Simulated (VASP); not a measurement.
# BN (P6_3/mmc) in VASP: further runs, part 2 of 2

VASP 6.6.1.

## 3. Relaxation of shape and atoms at fixed volume, PBE+D3(BJ)

File INCAR:

```
PREC = Accurate ; ENCUT = 600
EDIFF = 1E-7 ; ISMEAR = 0
SIGMA = 0.05 ; LREAL = F
LASPH = T ; NELM = 100
ALGO = Normal ; ISIF = 4
LWAVE = F ; LCHARG = F
GGA = PE ; IVDW = 12
IBRION = 2 ; NSW = 60
EDIFFG = -0.01
```

File KPOINTS:

```
Automatic mesh
0
Gamma
  12 12 4
```

File POSCAR:

```
BN
1.0
    2.4982400000      0.0000000000      0.0000000000
   -1.2491200000      2.1635393048      0.0000000000
    0.0000000000      0.0000000000      6.6357000000
B N
2 2
Direct
    0.3333333333      0.6666666667      0.2500000000
    0.6666666667      0.3333333333      0.7500000000
    0.3333333333      0.6666666667      0.7500000000
    0.6666666667      0.3333333333      0.2500000000
```

Potentials or basis: VASP PAW PBE potentials, release 64 (B, N).

Run with:

```console
> cat potpaw_PBE.64/B/POTCAR potpaw_PBE.64/N/POTCAR > POTCAR
> mpirun -np 1 vasp_std > vasp.out
```

OUTCAR:

```text
PREC = Accurate
   ENCUT = 600
   EDIFF = 1E-7
   ISMEAR = 0
   LREAL = F
   LASPH = T
   NELM = 100
   ISIF = 4
   GGA = PE
   IVDW = 12
   IBRION = 2
   NSW = 60
   EDIFFG = -0.01
 IVDW          = 12

 ion  position               nearest neighbor table
   1  0.333  0.667  0.250-   4 1.44   4 1.44   4 1.44
   2  0.667  0.333  0.750-   3 1.44   3 1.44   3 1.44
   3  0.333  0.667  0.750-   2 1.44   2 1.44   2 1.44
   4  0.667  0.333  0.250-   1 1.44   1 1.44   1 1.44

  LATTYP: Found a hexagonal cell.
 ALAT       =     2.4982400000
 C/A-ratio  =     2.6561499296

  Lattice vectors:

 A1 = (   2.4982400000,   0.0000000000,   0.0000000000)
 A2 = (  -1.2491200000,   2.1635393048,   0.0000000000)
 A3 = (   0.0000000000,   0.0000000000,   6.6357000000)

Analysis of symmetry for initial positions (statically):
=====================================================================
 Subroutine PRICEL returns:
 Original cell was already a primitive cell.

 Routine SETGRP: Setting up the symmetry group for a
 hexagonal supercell.

 Subroutine GETGRP returns: Found 24 space group operations
 (whereof 12 operations were pure point group operations)
 out of a pool of 24 trial point group operations.

The static configuration has the point symmetry D_3d.
 The point group associated with its full space group is D_6h.

Analysis of symmetry for dynamics (positions and initial velocities):
=====================================================================
 Subroutine PRICEL returns:
 Original cell was already a primitive cell.

 Routine SETGRP: Setting up the symmetry group for a
 hexagonal supercell.

 Subroutine GETGRP returns: Found 24 space group operations
 (whereof 12 operations were pure point group operations)
 out of a pool of 24 trial point group operations.

The dynamic configuration has the point symmetry D_3d.
 The point group associated with its full space group is D_6h.

 Subroutine INISYM returns: Found 24 space group operations
 (whereof 12 operations are pure point group operations),
 and found     1 'primitive' translations

----------------------------------------------------------------------------------------

                                     Primitive cell

  volume of cell :      35.8662

  direct lattice vectors                    reciprocal lattice vectors
     2.498240000  0.000000000  0.000000000     0.400281798  0.231102804  0.000000000
    -1.249120000  2.163539305  0.000000000     0.000000000  0.462205608  0.000000000
     0.000000000  0.000000000  6.635700000     0.000000000  0.000000000  0.150700002

  length of vectors
     2.498240000  2.498240000  6.635700000     0.462205608  0.462205608  0.150700002

  position of ions in fractional coordinates (direct lattice)
     0.333333333  0.666666667  0.250000000
     0.666666667  0.333333333  0.750000000
     0.333333333  0.666666667  0.750000000
     0.666666667  0.333333333  0.250000000

  ion indices of the primitive-cell ions
   primitive index   ion index
                 1           1
[... 127 lines left out ...]

------------------------ aborting loop because EDIFF is reached ----------------------------------------

 Edisp (eV)   -0.56768

 E8    (eV) :    -0.1663

  FORCE on cell =-STRESS in cart. coord.  units (eV):
  Direction    XX          YY          ZZ          XY          YZ          ZX
  --------------------------------------------------------------------------------------
  -------------------------------------------------------------------------------------
  Total       0.79574     0.79574    -0.08021     0.00000    -0.00000     0.00000
  in kB      35.54657    35.54657    -3.58303     0.00000    -0.00000     0.00000
  external pressure =       22.50 kB  Pullay stress =        0.00 kB

 VOLUME and BASIS-vectors are now :
 -----------------------------------------------------------------------------
  energy-cutoff  :      600.00
  volume of cell :       35.87
      direct lattice vectors                 reciprocal lattice vectors
     2.498240000  0.000000000  0.000000000     0.400281798  0.231102804  0.000000000
    -1.249120000  2.163539305  0.000000000     0.000000000  0.462205608  0.000000000
     0.000000000  0.000000000  6.635700000     0.000000000  0.000000000  0.150700002

 POSITION                                       TOTAL-FORCE (eV/Angst)
 -----------------------------------------------------------------------------------
     -0.00000      1.44236      1.65892         0.000000     -0.000000      0.000000
      1.24912      0.72118      4.97677        -0.000000      0.000000      0.000000
     -0.00000      1.44236      4.97677        -0.000000      0.000000      0.000000
      1.24912      0.72118      1.65892         0.000000      0.000000      0.000000
 -----------------------------------------------------------------------------------
    total drift:                                0.000000     -0.000000      0.000000

  FREE ENERGIE OF THE ION-ELECTRON SYSTEM (eV)
  ---------------------------------------------------
  free  energy   TOTEN  =       -35.7211016021 eV

  energy  without entropy=      -35.7211016021  energy(sigma->0) =      -35.72110160

--------------------------------------- Ionic step        2  -------------------------------------------

 number of electron      15.9999998 magnetization

 Free energy of the ion-electron system (eV)
  ---------------------------------------------------
  ext. energy  EPLUGINS =         0.00000000
  ---------------------------------------------------
  free energy    TOTEN  =       -35.15549402 eV

  energy without entropy =      -35.15549402  energy(sigma->0) =      -35.15549402

 E-fermi :   2.5847     XC(G=0): -10.1137

 val. band max:        2.3235512121   @ k =   0.3333   0.2500   0.0000
 cond. band min:       6.5790804124   @ k =   0.5000   0.0000   0.0000
 fundamental gap:      4.2555292003
 Fermi energy:         2.5846667801

 k-point     1 :       0.0000    0.0000    0.0000
  band No.  band energies     occupation
      1     -15.4655      2.00000
      2     -15.1532      2.00000
      3      -3.9102      2.00000
      4      -1.7011      2.00000
      5       0.9850      2.00000
      6       0.9850      2.00000
      7       1.0253      2.00000
      8       1.0253      2.00000
      9       7.6307      0.00000
     10      12.7150      0.00000
     11      13.8339      0.00000
     12      13.8339      0.00000
[... 331 lines left out ...]
 k-point    24 :       0.3333    0.0000    0.2500
  band No.  band energies     occupation
      1     -13.4517      2.00000
      2     -13.2930      2.00000
      3      -4.5610      2.00000
      4      -4.4983      2.00000
      5      -1.2559      2.00000
      6      -1.2088      2.00000
      7      -0.8752      2.00000
      8       0.3873      2.00000
      9       9.1461      0.00000
     10       9.7559      0.00000
     11      11.3079      0.00000
     12      12.5070      0.00000

 [... further k-points ...]

------------------------ aborting loop because EDIFF is reached ----------------------------------------

 Edisp (eV)   -0.56855

 E8    (eV) :    -0.1667

  FORCE on cell =-STRESS in cart. coord.  units (eV):
  Direction    XX          YY          ZZ          XY          YZ          ZX
  --------------------------------------------------------------------------------------
  -------------------------------------------------------------------------------------
  Total      -0.07022    -0.07022    -0.03456     0.00000     0.00000     0.00000
  in kB      -3.13689    -3.13689    -1.54385     0.00000     0.00000     0.00000
  external pressure =       -2.61 kB  Pullay stress =        0.00 kB

 VOLUME and BASIS-vectors are now :
 -----------------------------------------------------------------------------
  energy-cutoff  :      600.00
  volume of cell :       35.87
      direct lattice vectors                 reciprocal lattice vectors
     2.507068771  0.000000000  0.000000000     0.398872185  0.230288964  0.000000000
    -1.253534386  2.171185245  0.000000000     0.000000000  0.460577927  0.000000000
     0.000000000 -0.000000000  6.589046375     0.000000000  0.000000000  0.151767030

 POSITION                                       TOTAL-FORCE (eV/Angst)
 -----------------------------------------------------------------------------------
     -0.00000      1.44746      1.64726        -0.000000      0.000000      0.000000
      1.25353      0.72373      4.94178         0.000000      0.000000      0.000000
     -0.00000      1.44746      4.94178         0.000000     -0.000000      0.000000
      1.25353      0.72373      1.64726        -0.000000     -0.000000      0.000000
 -----------------------------------------------------------------------------------
    total drift:                                0.000000     -0.000000      0.000000

  FREE ENERGIE OF THE ION-ELECTRON SYSTEM (eV)
  ---------------------------------------------------
  free  energy   TOTEN  =       -35.7240395872 eV

  energy  without entropy=      -35.7240395872  energy(sigma->0) =      -35.72403959

 reached required accuracy - stopping structural energy minimisation
```

CONTCAR:

```text
BN
   1.00000000000000
     2.5070687714739828    0.0000000000000000    0.0000000000000000
    -1.2535343857369914    2.1711852451818028    0.0000000000000000
     0.0000000000000000   -0.0000000000000000    6.5890463745737771
  B               N
     2     2
Direct
     0.3333333332999970    0.6666666667000030    0.2500000000000000
     0.6666666667000030    0.3333333332999970    0.7500000000000000
     0.3333333332999970    0.6666666667000030    0.7500000000000000
     0.6666666667000030    0.3333333332999970    0.2500000000000000

  0.00000000E+00  0.00000000E+00  0.00000000E+00
  0.00000000E+00  0.00000000E+00  0.00000000E+00
  0.00000000E+00  0.00000000E+00  0.00000000E+00
  0.00000000E+00  0.00000000E+00  0.00000000E+00
```

Run time: 23 s. Hardware: 1 thread of AMD EPYC 9R45 (Zen 5), shared host; peak memory 0.15 GiB.

Results:

* Free energy: -35.7240 eV
* Energy gained by relaxing: 0.7 meV/atom
* Ionic steps: 2
* Pressure after relaxing: -0.3 GPa
* Band gap on the k mesh: 4.26 eV, indirect (least direct gap 4.63 eV)
* Dispersion energy per atom: -0.142 eV

Step by step:
| step | energy change (eV) | largest force (eV/Å) | pressure (GPa) | volume (Å³) |
| --- | --- | --- | --- | --- |
| 1 | 0.0000 | 0.0000 | 2.25 | 35.87 |
| 2 | -0.0029 | 0.0000 | -0.26 | 35.87 |

Final structure:
```
CELL_PARAMETERS angstrom
2.50707 0.00000 0.00000
-1.25353 2.17119 0.00000
0.00000 0.00000 6.58905
ATOMIC_POSITIONS crystal
B 0.33333 0.66667 0.25000
B 0.66667 0.33333 0.75000
N 0.33333 0.66667 0.75000
N 0.66667 0.33333 0.25000
```

A k mesh can miss the band edges. A hybrid or GW would open this gap; PBE tends to underestimate it.
